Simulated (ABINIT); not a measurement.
CdF2:

```
Cd F
1.0
     0.00000    2.69400    2.69400
     2.69400    0.00000    2.69400
     2.69400    2.69400    0.00000
Cd F
1 2
Direct
  0.00000 0.00000 0.00000
  0.75000 0.75000 0.75000
  0.25000 0.25000 0.25000
```

Base run:

| Property | Result |
| --- | --- |
| Program | ABINIT 10.8.3 (patched build) |
| Functional | r2SCAN |
| Potentials or basis | JTH PAW PBE v2.0 |
| Cutoff | 762 eV |
| k mesh | 9 × 9 × 9 |
| Occupations | fermi-dirac, width 0.05 eV |
| Spin | no spin polarisation |

Its results: band gap on the k mesh 3.79 eV, indirect (least direct gap 4.25 eV); pressure -1.2 GPa.

Question: The run is repeated on the same cell with these changes: functional from r2SCAN to PW91. What comes out?

Answer: Band gap on the k mesh 3.11 eV, indirect (least direct gap 3.57 eV); pressure 3.4 GPa.

r2SCAN gives the wider gap, since meta-GGAs in the generalised Kohn-Sham scheme recover part of the derivative discontinuity.

Caveats: the PAW data sets were made with another functional, which shifts forces and pressure a little; an odd mesh through Γ misses points on the zone boundary, where band edges often lie.
